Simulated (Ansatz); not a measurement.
Runs of Ansatz 0.2.0 on Al2Cu. It takes space group P4/mmm (No. 123, tetragonal). The conventional cell has a = 4.105 Å, b = 4.105 Å, c = 2.891 Å, α = 90.00°, β = 90.00°, γ = 90.00°. Cu (site symmetry 4/mmm) is surrounded by 8 Al at 2.51 Å. Around Al (site symmetry mmm) lie 4 Cu at 2.51 Å. The cell comes from a database or a generator and needn't be the stable form of this composition.

| task | level | cell | k mesh | cutoff (eV) | points for each segment of the path | mesh quality | gap on the mesh (eV) | pressure (GPa) | relaxed volume (Å³/atom) |
| --- | --- | --- | --- | --- | --- | --- | --- | --- | --- |
| relaxation of cell and atoms | PBEsol | relaxed | 7 × 7 × 9 | 420 | - | not flagged | none | 0.0 | (b) |
| relaxation of cell and atoms | PBEsol+D4 | relaxed | 7 × 7 × 9 | 420 | - | not flagged | none | 0.0 | 15.51 |
| band structure | r2SCAN | as given | 4 × 4 × 5 | 500 | 14 | coarse | none | -2.2 | - |
| relaxation of cell and atoms | PBEsol+D3(BJ)-ATM | relaxed | 7 × 7 × 9 | 420 | - | not flagged | none | 0.0 | (a) |
| band structure | LDA | as given | 4 × 4 × 5 | 420 | 14 | coarse | none | -4.9 | - |
| band structure | PBEsol | as given | 4 × 4 × 5 | 420 | 14 | coarse | none | -2.2 | - |
| relaxation of cell and atoms | PBEsol+D3(BJ) | relaxed | 7 × 7 × 9 | 420 | - | not flagged | none | 0.0 | 15.28 |

Alike in all rows: potentials or basis Ansatz PAW; no spin polarisation; smearing fermi-dirac 0.05 eV.

Problem. Estimate the missing entries.

Solution. (a) 15.36; (b) 15.84.

Caveats: some runs use coarse meshes; the PAW data sets come from PBE, with cores solved anew for the run's functional, which leaves a small shift of forces and pressure; the plane-wave basis is chosen anew once the cell has moved, so the energies of steps on either side of that aren't comparable (some runs); pairwise dispersion overbinds metals, which lowers pressure and volume (some runs).

A gap of «none» marks a metal or a gap under the smearing width.
